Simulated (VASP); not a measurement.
# MgO: RPA energy

MgO, Fm-3m (no. 225), 2 atoms in the cell. PBE, RPA; PAW potentials Mg_GW, O_GW (PBE set).

Procedure: all-in-one.

## Input

INCAR.step1:
```
SYSTEM = MgO
ALGO = Normal ; EDIFF = 1E-8
ENCUT = 500 ; GGA = PE
ISMEAR = 0 ; LASPH = .True.
LCHARG = .False. ; LREAL = .False.
LWAVE = .True. ; PREC = Accurate
SIGMA = 0.05
```

INCAR.step2:
```
SYSTEM = MgO
ALGO = G0W0R ; EDIFF = 1E-8
ENCUT = 500 ; GGA = PE
ISMEAR = 0 ; LASPH = .True.
LCHARG = .False. ; LFOCKSTD = .True.
LOPTICS = .True. ; LREAL = .False.
LSINGLES = .True. ; LWAVE = .False.
MAXMEM = 3000 ; NATURALO = 2
NOMEGA = 12 ; PREC = Accurate
SIGMA = 0.05
```

KPOINTS:
```
k-points
0
Gamma
  3 3 3
```

POSCAR:
```
MgO
1.0
    0.0000000000      2.0970013927      2.0970013927
    2.0970013927      0.0000000000      2.0970013927
    2.0970013927      2.0970013927      0.0000000000
Mg O
1 1
Direct
    0.0000000000      0.0000000000      0.0000000000
    0.5000000000      0.5000000000      0.5000000000
```

Commands (each step's output is kept before the next begins):
```
cat potpaw_PBE.64/Mg_GW/POTCAR potpaw_PBE.64/O_GW/POTCAR > POTCAR
cp INCAR.step1 INCAR
mpirun -np 4 vasp_std > vasp.out
cp INCAR.step2 INCAR
mpirun -np 4 vasp_std > vasp.out
```

## Result

- RPA correlation energy, extrapolated (eV): -12.356
- Correlation energy at the largest cutoff (eV): -11.385
- Total energy with exact exchange and no correlation (eV): -21.742
- Total energy in the RPA (eV): -34.098
- Singles (eV): -0.376
- Renormalised singles (eV): -0.376
- GW singles (eV): -0.283
- Gap of the starting orbitals on the mesh (eV): 4.81

Correlation energy against the response cutoff (eV per cell); the program extrapolates from these:

| ENCUTGW (eV) | Correlation energy |
|---|---|
| 333.3 | -11.39 |
| 317.5 | -11.31 |
| 302.3 | -11.23 |
| 287.9 | -11.15 |
| 274.2 | -11.05 |
| 261.2 | -10.95 |
| 248.7 | -10.85 |
| 236.9 | -10.74 |

Limits: The cell's absolute correlation energy isn't converged; only differences at like settings carry meaning.

VASP 6.6.1 took 78 s on 4 cores (Intel Xeon 6975P-C (Granite Rapids)), a shared host.
